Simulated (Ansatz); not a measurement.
Si2Mo under changes of volume

One of the cells (13.416 Å³/atom); the others are scaled copies at fixed shape and fractional positions:

```
CELL_PARAMETERS angstrom
-1.60000 1.60000 3.93050
1.60000 -1.60000 3.93050
1.60000 1.60000 -3.93050
ATOMIC_POSITIONS crystal
Mo 0.00000 0.00000 0.00000
Si 0.66700 0.66700 0.00000
Si 0.33300 0.33300 0.00000
```

```yaml
Program: Ansatz 0.2.0
Functional: LDA
Potentials_or_basis: all-electron LAPW, scalar-relativistic
Cutoff: 205 eV (chosen from the basis error)
Basis_error_allowed: 0.002 eV/atom
k_mesh: 12 × 12 × 12
Occupations: fermi-dirac, width 0.05 eV
Spin: no spin polarisation
```

```csv
volume (Å³/atom),energy over the lowest point (meV/atom),pressure (GPa),largest force (eV/Å)
12.611,?,?,?
12.879,0.91,3.0,0.311
13.148,0.00,-1.8,0.344
13.416,6.66,-6.1,0.375
13.684,20.09,-9.9,0.404
13.953,39.57,-13.3,0.431
14.221,64.46,-16.3,0.456
```

Problem. What does the run at 12.611 Å³/atom give?

Solution. Energy over the lowest point 10.27 meV/atom; pressure 8.3 GPa; largest force 0.276 eV/Å.

Worked out: A Birch-Murnaghan fit of order 3 (a polynomial in V^(-2/3)) to the other rows has its minimum at 13.04 Å³/atom with B0 = V·E''(V) = 229 GPa and B' = 4.4 at fixed shape and positions, which overstates the stiffness. It gives 10.25 meV/atom at 12.611 Å³/atom, against the run's 10.27, and -dE/dV = 8.3 GPa, against 8.3.

Energies are extrapolated to zero smearing.
